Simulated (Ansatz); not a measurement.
A run of Ansatz 0.2.0:

input.yaml

```yaml
crystal:
  lattice:
    - [3.1831225544, 0.0, 0.0]
    - [-1.5915612772, 2.7566649955, 0.0]
    - [0.0, 0.0, 35.1805582101]
  atoms:
    - { symbol: W, position: [0.3333333333, 0.6666666667, 0.59231661] }
    - { symbol: W, position: [0.3333333333, 0.6666666667, 0.2234] }
    - { symbol: W, position: [0.6666666667, 0.3333333333, 0.7766] }
    - { symbol: W, position: [0.6666666667, 0.3333333333, 0.40768339] }
    - { symbol: S, position: [0.3333333333, 0.6666666667, 0.82114964] }
    - { symbol: S, position: [0.3333333333, 0.6666666667, 0.45202369] }
    - { symbol: S, position: [0.6666666667, 0.3333333333, 0.63662107] }
    - { symbol: S, position: [0.6666666667, 0.3333333333, 0.26774184] }
    - { symbol: S, position: [0.3333333333, 0.6666666667, 0.73225816] }
    - { symbol: S, position: [0.3333333333, 0.6666666667, 0.36337893] }
    - { symbol: S, position: [0.6666666667, 0.3333333333, 0.54797631] }
    - { symbol: S, position: [0.6666666667, 0.3333333333, 0.17885036] }
hamiltonian:
  xc: r2scan
  pseudopotentials: { kind: paw }
kpoints:
  mp_grid: { grid: [10, 10, 1] }
scf:
  occupations: { method: fermi_dirac, width: 0.05 }
output:
  forces: true
  stress: true
  eigenvalues: true
relax:
  f_tol: 0.01
  max_steps: 40
  cell: { stress_tol: 0.05 }
```

Potentials or basis: Ansatz PAW.

Command:

```bash
$ ansatz run input.yaml --threads 4 --pin off --max-ram 11264MiB --backend cpu --events-out ev --progress --plain --runs-dir out
```

Hardware: 4 threads of Intel(R) Xeon(R) Processor @ 2.50GHz (Skylake/Cascade Lake), on a shared host.

Estimate the wall time of this run.

It took 2.2 min on 4 threads of Intel(R) Xeon(R) Processor @ 2.50GHz (Skylake/Cascade Lake), on a shared host, peak memory 1.6 GiB. Counts: scf iterations 35, plane waves 7839, k points 14, bands 64, ion steps 5.
